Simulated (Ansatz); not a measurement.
# Ge (bcc type): the cost of one run

Method: DFT PBE, with the methods named in each step, in Ansatz 0.2.0.

This is Ge in the bcc structure; at room conditions it is diamond.

### 1 The starting structure

The structure is cubic, space group Im-3m (No. 229). Conventional cell: a = 3.383 Å, b = 3.383 Å, c = 3.383 Å, α = 90.00°, β = 90.00°, γ = 90.00°. Ge (site symmetry m-3m) has 8 Ge at 2.93 Å as nearest neighbours.

As a file:

```cif
data_structure
_symmetry_space_group_name_H-M 'P 1'
_symmetry_Int_Tables_number 1
_cell_length_a 2.9296
_cell_length_b 2.9296
_cell_length_c 2.9296
_cell_angle_alpha 109.471
_cell_angle_beta 109.471
_cell_angle_gamma 109.471
_cell_volume 19.36
loop_
_atom_site_label
_atom_site_type_symbol
_atom_site_fract_x
_atom_site_fract_y
_atom_site_fract_z
_atom_site_occupancy
Ge1 Ge 0.00000 0.00000 0.00000 1
```

Whether this phase is the stable one at these pressures isn't tested.

### 2 The reference volume, LAPW

File input.yaml:

```yaml
crystal:
  lattice:
    - [-1.6913978235, 1.6913978235, 1.6913978235]
    - [1.6913978235, -1.6913978235, 1.6913978235]
    - [1.6913978235, 1.6913978235, -1.6913978235]
  atoms:
    - { symbol: Ge, position: [0.0, 0.0, 0.0] }
kpoints:
  mp_grid: { grid: [16, 16, 16] }
  band_path:
    path:
      - [0.0, 0.0, 0.0]
      - [0.5, -0.5, 0.5]
      - [0.0, 0.0, 0.5]
      - [0.0, 0.0, 0.0]
      - [0.25, 0.25, 0.25]
      - [0.5, -0.5, 0.5]
      - [0.25, 0.25, 0.25]
      - [0.0, 0.0, 0.5]
    npoints: 14
scf:
  occupations: { method: fermi_dirac, width: 0.08 }
hamiltonian:
  xc: pbe
  pseudopotentials: { kind: all_electron, lapw: { basis_error: 0.001 } }
output:
  forces: true
  stress: true
  eigenvalues: true
  populations: true
  dos: { projected: true, de: 0.2, e_range: [-14, 8] }
```

On the command line:

```
$ ansatz run input.yaml --threads 1 --pin off --max-ram 2048MiB --backend cpu --events-out ev --progress --plain --runs-dir out
```

Q: Estimate wall time and peak memory on 1 thread of Intel Xeon Platinum 8375C at 2.90GHz (Ice Lake), shared host.

About 9.2 s, with a peak of 0.31 GiB.
